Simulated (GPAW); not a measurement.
# ZnSe (Stilleite) (F-43m) in GPAW: notebook, part 2 of 2

GPAW 26.7.0. The steps go on from the part before.

## (3) Electron localisation function, AM05

The input, run.py:

```python
from ase import Atoms
from ase.dft.bandgap import bandgap
from ase.io import write
from ase.units import Bohr, GPa
from gpaw import GPAW, PW, setup_paths
from gpaw.elf import elf_from_dft_calculation

setup_paths.insert(0, '.')

atoms = Atoms(['Se', 'Zn'],
              cell=[[0.0, 2.8338, 2.8338],
                    [2.8338, 0.0, 2.8338],
                    [2.8338, 2.8338, 0.0]],
              scaled_positions=[[0.75, 0.75, 0.75],
                                [0.0, 0.0, 0.0]],
              pbc=True)

calc = GPAW(mode=PW(510),
            xc='AM05',
            kpts={'size': (5, 5, 5), 'gamma': True},
            occupations={'name': 'fermi-dirac', 'width': 0.01},
            nbands=18,
            convergence={'density': 1e-05, 'energy': 1e-05},
            maxiter=150,
            txt='gpaw.txt')
atoms.calc = calc
energy = atoms.get_potential_energy()
forces = atoms.get_forces()
stress = atoms.get_stress()
calc.write('gs.gpw')
write('result.traj', atoms)
print(f'Energy: {energy:.6f} eV')
print('Forces (eV/A):')
print(forces.round(4))
print('Stress (GPa):', (stress / GPa).round(3))
print('Fermi level:', round(calc.get_fermi_level(), 4), 'eV')
print(f'Gap: {bandgap(calc)[0]:.4f} eV, direct: {bandgap(calc, direct=True)[0]:.4f} eV')

# fields on the real-space grid
write('density.cube', atoms, data=calc.get_pseudo_density() * Bohr**3)
write('potential.cube', atoms, data=calc.get_electrostatic_potential())
write('elf.cube', atoms, data=elf_from_dft_calculation(calc).data)
```

Potentials or basis: PAW data sets generated in the run's folder for this functional, pw.

The run is started by

```console
$ gpaw-setup -f AM05 Se Zn
$ OMP_NUM_THREADS=1 python run.py
```

gpaw.txt:

```text
__  _  _
 | _ |_)|_||  |
 |__||  | ||/\| - 26.7.0

Input parameters:
  mode=PW(ecut=510.0),
  convergence={'density': 1e-05, 'energy': 1e-05},
  kpts=MonkhorstPack(size=(5, 5, 5), gamma=True),
  maxiter=150,
  nbands=18,
  occupations=Occupations(name='fermi-dirac', width=0.01),
  xc=XC(name='AM05')

Diagonalizing LCAO Hamiltonian
Converting LCAO to pw mode

                    Se

       Zn

Atoms  # Å, Bohr magnetons
|   | symbol |        x |        y |        z |    initial magnetic moments |
|---|--------|----------|----------|----------|-----------------------------|
| 0 |     Se | 4.250700 | 4.250700 | 4.250700 | ( 0.0000,  0.0000,  0.0000) |
| 1 |     Zn | 0.000000 | 0.000000 | 0.000000 | ( 0.0000,  0.0000,  0.0000) |

Unit cell  # Å
| periodic |        x |        y |        z |  lengths |    angles |
|----------|----------|----------|----------|----------|-----------|
|      yes | 0.000000 | 2.833800 | 2.833800 | 4.007598 | 60.000000 |
|      yes | 2.833800 | 0.000000 | 2.833800 | 4.007598 | 60.000000 |
|      yes | 2.833800 | 2.833800 | 0.000000 | 4.007598 | 60.000000 |

Number of symmetries: 24
Symmetry operations  # r_c * U_cc + t_c -> r_c
|    | kind |            matrix            |
|----|------|------------------------------|
|  0 |  E   |  1, 0, 0,  0, 1, 0,  0, 0, 1 |
|  1 |  σ   |  1, 0, 0,  0, 0, 1,  0, 1, 0 |
|  2 |  σ   |  1, 0,-1,  0, 1,-1,  0, 0,-1 |
|  3 |  C3  |  1, 0,-1,  0, 0,-1,  0, 1,-1 |
|  4 |  C3  |  1,-1, 0,  0,-1, 1,  0,-1, 0 |
|  5 |  σ   |  1,-1, 0,  0,-1, 0,  0,-1, 1 |
|  6 |  σ   |  0, 1, 0,  1, 0, 0,  0, 0, 1 |
|  7 |  C3  |  0, 1, 0,  0, 0, 1,  1, 0, 0 |
|  8 |  C2  |  0, 1,-1,  1, 0,-1,  0, 0,-1 |
[... 130 lines left out ...]
  Fermi-Dirac:
    width: 0.0100  # eV

poisson solver:
  ecut: 4080.0  # eV

xc functional:
  name: AM05 with 2 nearest neighbor stencil

convergence criteria:
[... 6 lines left out ...]
|iter     | |      energy | eigst |  dens |
|---------|-|-------------|-------|-------|
|iter:   1| |   -6.584664 | -0.31 |       |
|iter:   2| |   -6.527204 | -2.24 | -1.25 |
|iter:   3| |   -6.343138 | -1.67 | -1.29 |
|iter:   4| |   -6.341945 | -2.69 | -1.83 |
|iter:   5| |   -6.342882 | -3.91 | -2.33 |
|iter:   6| |   -6.342886 | -4.50 | -3.02 |
|iter:   7| |   -6.342913c| -5.22 | -3.50 |
|iter:   8| |   -6.342916c| -6.39 | -4.02 |
|iter:   9| |   -6.342916c| -7.60c| -5.02c|

Converged in 9 steps
Energy contributions relative to reference atoms: (reference = -114813.987376)

Energy contributions:
  Kinetic:          11.111359
  Coulomb:          -9.371219
  Zero:             -0.057376
  External:          0.000000
  Xc:               -8.025679
  Entropy:          -0.000000
  Spinorbit:         0.000000
  ----------------------------
  Free energy:      -6.342916
  Extrapolated:     -6.342916

dipole moment: (-7.083854, -7.083854, -7.083854)  # |e|*Ang

Fermi level: 4.288
Eigenvalues  # (at kpt = [0.000, 0.000, 0.000])
| band index |      eig [eV] | occ [0-2] |
|------------|---------------|-----------|
|          0 |        -9.431 |     2.000 |
|          1 |        -2.763 |     2.000 |
|          2 |        -2.763 |     2.000 |
|          3 |        -2.763 |     2.000 |
|          4 |        -2.404 |     2.000 |
|          5 |        -2.404 |     2.000 |
[... 10 lines left out ...]
|         16 |        16.878 |     0.000 |
|         17 |        16.878 |     0.000 |

Gap: 1.277 eV
Transition (v -> c):
  (s=0, k=0, n=8, [0.00, 0.00, 0.00]) -> (s=0, k=0, n=9, [0.00, 0.00, 0.00])
No difference between direct/indirect transitions

Forces  # eV/Ang
|       x |        y |       z |
|---------|----------|---------|
| 0.00000 | -0.00000 | 0.00000 |  # Se   0
| 0.00000 | -0.00000 | 0.00000 |  # Zn   1

Stress tensor  # eV/Ang^3
|        x |         y |         z |
|----------|-----------|-----------|
| 0.003679 |  0.000000 |  0.000000 |
| 0.000000 |  0.003679 | -0.000000 |
| 0.000000 | -0.000000 |  0.003679 |

# Writing to gs.gpw (mode='')
```

Wall time 10 s (1 thread of Arm Neoverse V1, shared host); peak memory 0.14 GiB.

What came out:

| Item | Value |
| --- | --- |
| Free energy | -6.3429 eV |
| Pressure | -0.6 GPa |
| Band gap on the k mesh | 1.28 eV, direct |

Caveat: the k mesh is coarse; the cutoff is short for stress and forces, so pressures can be off by a GPa or more.

## (4) Comparison with measurements

Step 3. Against the measured gap of ZnSe, 2.695 eV (an exciton energy, a little under the gap; 300 K; “Alloy Disordering Effects on the Thermal Conductivity and Energy Gap Temperature Dependence of Cd1−xZnxSe Ternary Crystals Grown by the Bridgman Method”, 2023, pmc:10253836), the calculated 1.28 eV is off by -1.42 eV. So large a miss can be the level of theory's own, or it may mean another phase, state or a wrong row. Spin-orbit coupling on Se is left out. The value is that of AM05, without temperature or zero-point motion. Semilocal functionals fall short of measured gaps as a rule.
